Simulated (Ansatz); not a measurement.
A 2-atom cell of RbCl started from a crystallographic database, relaxed with r2SCAN: it is cubic, Fm-3m (No. 225); a = 6.611 Å in the conventional setting, 36.12 Å³ an atom. Around Rb lie 6 Cl at 3.31 Å; around Cl lie 6 Rb at 3.31 Å. One-shot G0W0@PBE in Ansatz on a 4×4×4 mesh (contour deformation, no spin-orbit coupling), from a PBE gap of 4.957 eV over the mesh points (the G0W0 gap is direct on the mesh); the number N of bands summed and the screening cutoff rise together. The values are computed, spin-unpolarised, and not measurements.

```csv
N,cutoff (eV),1000/N,G0W0 gap (eV)
172,100,5.814,7.510
404,180,2.475,7.675
```

Problem. Lay a straight line in 1000/N through these rows.

Solution. The slope is -0.0494 eV per unit of 1000/N and the intercept 7.797 eV.

Problem. Predict the gap at N = 776 (260 eV).

Solution. 7.797 + (-0.0494) × 1.289 = 7.733 eV; the run gives 7.748 eV, +0.015 eV from the line.

Problem. With that run's result added, what limit do the last two rows suggest?

Solution. Their slope is (7.748 − 7.675)/(1.289 − 2.475) = -0.0616, which meets 1/N = 0 at 7.83 eV, against 7.797 eV from the first line. The slope steepens, so 1/N isn't yet asymptotic and the true limit probably lies higher still; the k mesh isn't extrapolated.
